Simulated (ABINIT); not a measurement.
## ScAl3: band structure with LDA-PZ

Crystal: ScAl3.

```xyz
4
Lattice="4.0878 0.0000 0.0000 0.0000 4.0878 0.0000 0.0000 0.0000 4.0878" Properties=species:S:1:pos:R:3 pbc="T T T"
Sc    0.0000    0.0000    0.0000
Al    2.0439    2.0439    0.0000
Al    0.0000    2.0439    2.0439
Al    2.0439    0.0000    2.0439
```

The cell is a database's computed one.

```yaml
Program: ABINIT 10.8.3 (patched build)
Task: band structure
Functional: LDA-PZ
Potentials_or_basis: JTH PAW LDA v2.0
Cutoff: 544 eV
k_mesh: 7 × 7 × 7
Occupations: fermi-dirac, width 0.05 eV
Spin: no spin polarisation
Fine-grid_cutoff: 1088.46 eV
```

| Property | Result |
| --- | --- |
| Pressure | -3.7 GPa |
| Band gap on the k mesh | none (metal or under the smearing width) |
| Valence electrons inside the program's atomic spheres | Sc 9.35; Al 0.77 |

Levels at the corners of the path, in eV from the Fermi level:
```csv
point,band 8,band 9,band 10,band 11,band 12,band 13
Γ,-1.68,-1.68,-1.68,1.37,1.37,1.37
X,-1.61,-1.38,0.86,1.13,1.13,1.51
M,-4.23,-0.45,-0.45,1.33,1.45,2.12
Γ,-1.68,-1.68,-1.68,1.37,1.37,1.37
R,-4.32,-2.80,-2.80,-2.80,1.04,2.63
X,-1.61,-1.38,0.86,1.13,1.13,1.51
```

Run time: 40 s on 1 thread of Arm Neoverse V2, on a shared host, peak memory 0.1 GiB.
